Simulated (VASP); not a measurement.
# InP (F-43m) in VASP: notebook, part 2 of 2

VASP 6.6.1. Earlier steps stand in the parts before.

### Step 4. Single point, LDA (grid = ENCUT=400 dk=0.45 cell=3x3x3 ISMEAR=0 SIGMA=0.05 LREAL=Auto EDIFF=1e-06)

Input file INCAR:

```
PREC     = Accurate       # precision mode
ENCUT    = 400            # plane-wave cutoff, eV
EDIFF    = 1E-6           # SCF threshold, eV
ISMEAR   = 0              # smearing method
SIGMA    = 0.05           # smearing width, eV
LREAL    = Auto         
LASPH    = T              # aspherical terms in the spheres
NELM     = 120            # most SCF steps
ALGO     = Fast           # electronic algorithm
ISIF     = 2              # what is computed and relaxed
LWAVE    = F              # write WAVECAR
LCHARG   = F              # write CHGCAR
GGA      = CA             # functional
NBANDS   = 261            # bands
NCORE    = 1            
KPAR     = 2
```

Input file KPOINTS:

```
Automatic mesh
0
Gamma
  2 2 2
```

Input file POSCAR:

```
InP
1.0
    0.0000000000      8.7915000000      8.7915000000
    8.7915000000      0.0000000000      8.7915000000
    8.7915000000      8.7915000000      0.0000000000
In P
27 27
Direct
    0.0000000000      0.0000000000      0.0000000000
    0.0000000000      0.0000000000      0.3333333333
    0.0000000000      0.0000000000      0.6666666667
    0.0000000000      0.3333333333      0.0000000000
    0.0000000000      0.3333333333      0.3333333333
    0.0000000000      0.3333333333      0.6666666667
    0.0000000000      0.6666666667      0.0000000000
    0.0000000000      0.6666666667      0.3333333333
    0.0000000000      0.6666666667      0.6666666667
    0.3333333333      0.0000000000      0.0000000000
    0.3333333333      0.0000000000      0.3333333333
    0.3333333333      0.0000000000      0.6666666667
    0.3333333333      0.3333333333      0.0000000000
    0.3333333333      0.3333333333      0.3333333333
    0.3333333333      0.3333333333      0.6666666667
    0.3333333333      0.6666666667      0.0000000000
    0.3333333333      0.6666666667      0.3333333333
    0.3333333333      0.6666666667      0.6666666667
    0.6666666667      0.0000000000      0.0000000000
    0.6666666667      0.0000000000      0.3333333333
    0.6666666667      0.0000000000      0.6666666667
    0.6666666667      0.3333333333      0.0000000000
    0.6666666667      0.3333333333      0.3333333333
    0.6666666667      0.3333333333      0.6666666667
    0.6666666667      0.6666666667      0.0000000000
    0.6666666667      0.6666666667      0.3333333333
    0.6666666667      0.6666666667      0.6666666667
    0.2500000000      0.2500000000      0.2500000000
    0.2500000000      0.2500000000      0.5833333333
    0.2500000000      0.2500000000      0.9166666667
    0.2500000000      0.5833333333      0.2500000000
    0.2500000000      0.5833333333      0.5833333333
    0.2500000000      0.5833333333      0.9166666667
    0.2500000000      0.9166666667      0.2500000000
    0.2500000000      0.9166666667      0.5833333333
    0.2500000000      0.9166666667      0.9166666667
    0.5833333333      0.2500000000      0.2500000000
    0.5833333333      0.2500000000      0.5833333333
    0.5833333333      0.2500000000      0.9166666667
    0.5833333333      0.5833333333      0.2500000000
    0.5833333333      0.5833333333      0.5833333333
    0.5833333333      0.5833333333      0.9166666667
    0.5833333333      0.9166666667      0.2500000000
    0.5833333333      0.9166666667      0.5833333333
    0.5833333333      0.9166666667      0.9166666667
    0.9166666667      0.2500000000      0.2500000000
    0.9166666667      0.2500000000      0.5833333333
    0.9166666667      0.2500000000      0.9166666667
    0.9166666667      0.5833333333      0.2500000000
    0.9166666667      0.5833333333      0.5833333333
    0.9166666667      0.5833333333      0.9166666667
    0.9166666667      0.9166666667      0.2500000000
    0.9166666667      0.9166666667      0.5833333333
    0.9166666667      0.9166666667      0.9166666667
```

Potentials or basis: VASP PAW LDA potentials, release 64 (In_d, P).

On the command line:

```console
$ cat potpaw_LDA.64/In_d/POTCAR potpaw_LDA.64/P/POTCAR > POTCAR
$ mpirun -np 4 vasp_std > vasp.out
```

OUTCAR:

```text
PREC = Accurate
   ENCUT = 400
   EDIFF = 1E-6
   ISMEAR = 0
   LREAL = Auto
   LASPH = T
   NELM = 120
   ISIF = 2
   GGA = CA

 Found      3 irreducible k-points:

 Following reciprocal coordinates:
            Coordinates               Weight
  0.000000  0.000000  0.000000      1.000000
  0.500000  0.000000  0.000000      4.000000
  0.500000  0.500000  0.000000      3.000000
   k-points           NKPTS =      3   k-points in BZ     NKDIM =      3   number of bands    NBANDS=    262
   number of dos      NEDOS =    301   number of ions     NIONS =     54
   total plane-waves  NPLWV = 592704
   dimension x,y,z NGX =    84 NGY =   84 NGZ =   84
   dimension x,y,z NGXF=   168 NGYF=  168 NGZF=  168
   ions per type =              27  27
   NGX,Y,Z   is equivalent  to a cutoff of  11.23, 11.23, 11.23 a.u.
   NGXF,Y,Z  is equivalent  to a cutoff of  22.46, 22.46, 22.46 a.u.
 SYSTEM =  unknown system
   PREC   = accura    normal or accurate (medium, high low for compatibility)
   ISTART =      0    job   : 0-new  1-cont  2-samecut
   ICHARG =      2    charge: 1-file 2-atom 10-const
   ISPIN  =      1    spin polarized calculation?
   LNONCOLLINEAR =      F non collinear calculations
   LSORBIT =      F    spin-orbit coupling
   LASPH  =      T    aspherical Exc in radial PAW
   ENCUT  =  400.0 eV  29.40 Ry    5.42 a.u.  20.28 20.28 20.28*2*pi/ulx,y,z
   NELM   =    120;   NELMIN=  2; NELMDL= -5     # of ELM steps
   EDIFF  = 0.1E-05   stopping-criterion for ELM
   LREAL  =      T    real-space projection
   EDIFFG = 0.1E-04   stopping-criterion for IOM
   NSW    =      0    number of steps for IOM
   IBRION =     -1    ionic relax: 0-MD 1-quasi-New 2-CG
   NFREE  =      0    steps in history (QN), initial steepest desc. (CG)
   ISIF   =      2    stress and relaxation
   ISYM   =      2    0-nonsym 1-usesym 2-fastsym
   POTIM  = 0.5000    time-step for ionic-motion
   TEBEG  =    0.0;   TEEND  =   0.0 temperature during run
   PSTRESS=    0.0 pullay stress
   NELECT =     486.0000    total number of electrons
   NUPDOWN=      -1.0000    fix difference up-down
   EMIN   =  10.00;   EMAX   =-10.00  energy-range for DOS
   EFERMI =   0.00;   METHOD = LEGACY
   ISMEAR =     0;   SIGMA  =   0.05  broadening in eV -4-tet -1-fermi 0-gaus
   EFERMI_NEDOS =   21; number of points for ismear=-14 and -15
   IALGO  =     68    algorithm
   IMIX   =      4    mixing-type and parameters
     AMIX     =   0.40;   BMIX     =  1.00
     AMIX_MAG =   1.60;   BMIX_MAG =  1.00
  volume/ion in A,a.u.               =      25.17       169.83
  Fermi-wavevector in a.u.,A,eV,Ry     =   1.162021  2.195901 18.371846  1.350293
  Thomas-Fermi vector in A             =   2.298587
   LORBIT       =      0    0 simple, 1 ext, 2 COOP (PROOUT), +10 PAW based schemes
   GGA     = CA    functional components
   LHFCALC =     F    Hartree Fock is set to
   AEXX    =    0.0000 exact exchange contribution
   IVDW    =     0    specifies the selected vdW correction
   LEPSILON=     F    determine dielectric tensor
   LRPA    =     F    only Hartree local field effects (RPA)
 non-spin polarized calculation
 RMM-DIIS sequential band-by-band and
 Gauss-broadening in eV      SIGMA  =   0.05
  energy-cutoff  :      400.00
  volume of cell :     1359.00
 maximum number of plane-waves:     24764
 NGX is ok and might be reduce to    84
   NGX = 41   NGY = 41   NGZ = 41

 number of electron     485.9999726 magnetization

 Free energy of the ion-electron system (eV)
  ---------------------------------------------------
  ext. energy  EPLUGINS =         0.00000000
  ---------------------------------------------------
  free energy    TOTEN  =      -260.74990723 eV

  energy without entropy =     -260.74990723  energy(sigma->0) =     -260.74990723

 E-fermi :   5.2912     XC(G=0):  -9.6092

 val. band max:        5.0163873309   @ k =   0.0000   0.0000   0.0000
 cond. band min:       5.5231491762   @ k =   0.0000   0.0000   0.0000
 fundamental gap:      0.5067618453
 Fermi energy:         5.2912248022

 k-point     1 :       0.0000    0.0000    0.0000
  band No.  band energies     occupation
      1      -9.3240      2.00000
      2      -9.3240      2.00000
      3      -9.3240      2.00000
      4      -9.3240      2.00000
      5      -9.3240      2.00000
      6      -9.3240      2.00000
[... 763 lines left out ...]
    254       7.5468      0.00000
    255       7.5512      0.00000
 [bands above 255 left out]

------------------------ aborting loop because EDIFF is reached ----------------------------------------

  FORCE on cell =-STRESS in cart. coord.  units (eV):
  Direction    XX          YY          ZZ          XY          YZ          ZX
  --------------------------------------------------------------------------------------
  -------------------------------------------------------------------------------------
  Total      -10.2195053    -10.2195053    -10.2195053     -0.0000000     -0.0000000     -0.0000000
  in kB      -12.0481819    -12.0481819    -12.0481819     -0.0000000     -0.0000000     -0.0000000
  external PRESSURE =     -12.0481819 kB  Pullay stress =       0.0000000 kB

 VOLUME and BASIS-vectors are now :
 -----------------------------------------------------------------------------
  energy-cutoff  :      400.00
  volume of cell :     1359.00
      direct lattice vectors                 reciprocal lattice vectors
     0.000000000  8.791500000  8.791500000    -0.056873116  0.056873116  0.056873116
     8.791500000  0.000000000  8.791500000     0.056873116 -0.056873116  0.056873116
     8.791500000  8.791500000  0.000000000     0.056873116  0.056873116 -0.056873116

 POSITION                                       TOTAL-FORCE (eV/Angst)
 -----------------------------------------------------------------------------------
      0.00000      0.00000      0.00000         0.000000      0.000000      0.000000
      2.93050      2.93050      0.00000         0.000000      0.000000      0.000000
      5.86100      5.86100      0.00000         0.000000      0.000000      0.000000
      2.93050      0.00000      2.93050        -0.000000      0.000000      0.000000
      5.86100      2.93050      2.93050         0.000000      0.000000      0.000000
      8.79150      5.86100      2.93050         0.000000      0.000000      0.000000
[... 46 lines left out ...]
     13.18725     13.18725     16.11775         0.000000     -0.000000     -0.000000
     16.11775     16.11775     16.11775        -0.000000     -0.000000     -0.000000
 -----------------------------------------------------------------------------------
    total drift:                               -0.000003     -0.000003      0.000002

  FREE ENERGIE OF THE ION-ELECTRON SYSTEM (eV)
  ---------------------------------------------------
  free  energy   TOTEN  =      -260.7499072284 eV

  energy  without entropy=     -260.7499072284  energy(sigma->0) =     -260.74990723
```

stdout:

```text
POSCAR found type information on POSCAR InP
 POSCAR found :  2 types and      54 ions
 scaLAPACK will be used
 LDA part: xc-table for (Slater(with rela. corr.)+CA(PZ))
 , standard interpolation
 -----------------------------------------------------------------------------
|                                                                             |
|           W    W    AA    RRRRR   N    N  II  N    N   GGGG   !!!           |
|           W    W   A  A   R    R  NN   N  II  NN   N  G    G  !!!           |
|           W    W  A    A  R    R  N N  N  II  N N  N  G       !!!           |
|           W WW W  AAAAAA  RRRRR   N  N N  II  N  N N  G  GGG   !            |
|           WW  WW  A    A  R   R   N   NN  II  N   NN  G    G                |
|           W    W  A    A  R    R  N    N  II  N    N   GGGG   !!!           |
|                                                                             |
|     The number of bands has been changed from the values supplied in        |
|     The orbitals not found in the WAVECAR file will be initialized with     |
|     random numbers, which is usually adequate. For correlated               |
|     calculations, however, you should redo the groundstate calculation.     |
|     I found NBANDS = 261. Now, NBANDS = 262.                                |
|                                                                             |
 -----------------------------------------------------------------------------

 POSCAR, INCAR and KPOINTS ok, starting setup
 FFT: planning ... GRIDC
 FFT: planning ... GRID_SOFT
 FFT: planning ... GRID
 WAVECAR not read
 entering main loop
```

Run time: 11 min. Hardware: 4 MPI ranks of AMD EPYC 9R14 (Zen 4), shared host; peak memory 0.71 GiB.

These settings aren't checked as converged: the numbers below hold their error.

What came out:

| Quantity | Value |
| --- | --- |
| Free energy | -260.7499 eV |
| Pressure | -1.2 GPa |
| Band gap on the k mesh | 0.51 eV |

Caveat: spin-orbit coupling is left out, which moves the levels of the heavy elements.

### Step 5. Single point, LDA (grid = ENCUT=400 dk=0.6 cell=3x3x3 ISMEAR=0 SIGMA=0.05 LREAL=Auto EDIFF=1e-06)

INCAR is that of step 4.

KPOINTS is that of step 4.

POSCAR is that of step 4.

Potentials or basis: VASP PAW LDA potentials, release 64 (In_d, P).

On the command line:

```console
$ cat potpaw_LDA.64/In_d/POTCAR potpaw_LDA.64/P/POTCAR > POTCAR
$ mpirun -np 4 vasp_std > vasp.out
```

OUTCAR:

```text
PREC = Accurate
   ENCUT = 400
   EDIFF = 1E-6
   ISMEAR = 0
   LREAL = Auto
   LASPH = T
   NELM = 120
   ISIF = 2
   GGA = CA

 Found      3 irreducible k-points:

 Following reciprocal coordinates:
            Coordinates               Weight
  0.000000  0.000000  0.000000      1.000000
  0.500000  0.000000  0.000000      4.000000
  0.500000  0.500000  0.000000      3.000000
[... 857 lines left out ...]
  Total      -10.2195053    -10.2195053    -10.2195053     -0.0000000     -0.0000000     -0.0000000
  in kB      -12.0481819    -12.0481819    -12.0481819     -0.0000000     -0.0000000     -0.0000000
  external PRESSURE =     -12.0481819 kB  Pullay stress =       0.0000000 kB

 VOLUME and BASIS-vectors are now :
 -----------------------------------------------------------------------------
  energy-cutoff  :      400.00
  volume of cell :     1359.00
      direct lattice vectors                 reciprocal lattice vectors
     0.000000000  8.791500000  8.791500000    -0.056873116  0.056873116  0.056873116
     8.791500000  0.000000000  8.791500000     0.056873116 -0.056873116  0.056873116
     8.791500000  8.791500000  0.000000000     0.056873116  0.056873116 -0.056873116

 POSITION                                       TOTAL-FORCE (eV/Angst)
 -----------------------------------------------------------------------------------
      0.00000      0.00000      0.00000         0.000000      0.000000      0.000000
      2.93050      2.93050      0.00000         0.000000      0.000000      0.000000
      5.86100      5.86100      0.00000         0.000000      0.000000      0.000000
      2.93050      0.00000      2.93050        -0.000000      0.000000      0.000000
      5.86100      2.93050      2.93050         0.000000      0.000000      0.000000
      8.79150      5.86100      2.93050         0.000000      0.000000      0.000000
[... 46 lines left out ...]
     13.18725     13.18725     16.11775         0.000000     -0.000000     -0.000000
     16.11775     16.11775     16.11775        -0.000000     -0.000000     -0.000000
 -----------------------------------------------------------------------------------
    total drift:                               -0.000003     -0.000003      0.000002

  FREE ENERGIE OF THE ION-ELECTRON SYSTEM (eV)
  ---------------------------------------------------
  free  energy   TOTEN  =      -260.7499072284 eV

  energy  without entropy=     -260.7499072284  energy(sigma->0) =     -260.74990723
```

OSZICAR:

```text
N       E                     dE             d eps       ncg     rms          rms(c)
DAV:   1     0.550450978542E+04    0.55045E+04   -0.17881E+05  1572   0.181E+03
DAV:   2     0.805518491313E+03   -0.46990E+04   -0.46624E+04  1572   0.540E+02
DAV:   3    -0.167193708719E+03   -0.97271E+03   -0.93715E+03  1740   0.251E+02
DAV:   4    -0.268543570789E+03   -0.10135E+03   -0.10047E+03  1864   0.749E+01
[... 13 lines left out ...]
RMM:  18    -0.260749910034E+03   -0.10416E-05   -0.56194E-05  1730   0.155E-02    0.191E-01
RMM:  19    -0.260749910083E+03   -0.48945E-07   -0.10604E-05  1968   0.887E-03    0.333E-02
RMM:  20    -0.260749908371E+03    0.17121E-05   -0.36846E-06  1062   0.452E-03    0.101E-02
RMM:  21    -0.260749907305E+03    0.10661E-05   -0.15199E-05  1655   0.620E-03    0.267E-02
RMM:  22    -0.260749907228E+03    0.76332E-07   -0.13103E-06   969   0.384E-03
   1 F= -.26074991E+03 E0= -.26074991E+03  d E =-.159746E-11
```

stdout:

```text
POSCAR found type information on POSCAR InP
 POSCAR found :  2 types and      54 ions
 scaLAPACK will be used
 LDA part: xc-table for (Slater(with rela. corr.)+CA(PZ))
 , standard interpolation
 -----------------------------------------------------------------------------
|                                                                             |
|           W    W    AA    RRRRR   N    N  II  N    N   GGGG   !!!           |
|           W    W   A  A   R    R  NN   N  II  NN   N  G    G  !!!           |
|           W    W  A    A  R    R  N N  N  II  N N  N  G       !!!           |
|           W WW W  AAAAAA  RRRRR   N  N N  II  N  N N  G  GGG   !            |
|           WW  WW  A    A  R   R   N   NN  II  N   NN  G    G                |
|           W    W  A    A  R    R  N    N  II  N    N   GGGG   !!!           |
|                                                                             |
|     The number of bands has been changed from the values supplied in        |
|     The orbitals not found in the WAVECAR file will be initialized with     |
|     random numbers, which is usually adequate. For correlated               |
|     calculations, however, you should redo the groundstate calculation.     |
|     I found NBANDS = 261. Now, NBANDS = 262.                                |
|                                                                             |
 -----------------------------------------------------------------------------

 POSCAR, INCAR and KPOINTS ok, starting setup
 FFT: planning ... GRIDC
 FFT: planning ... GRID_SOFT
 FFT: planning ... GRID
 WAVECAR not read
 entering main loop
```

It took 13 min on 4 MPI ranks of AMD EPYC 9R14 (Zen 4), shared host; peak memory 0.71 GiB.

The run converged, but some of its settings lie outside the range that counts as converged, so its numbers aren't taken as properties of the crystal.

What came out:

| Quantity | Value |
| --- | --- |
| Free energy | -260.7499 eV |
| Pressure | -1.2 GPa |
| Band gap on the k mesh | 0.51 eV |

Caveat: spin-orbit coupling is left out, which moves the levels of the heavy elements.
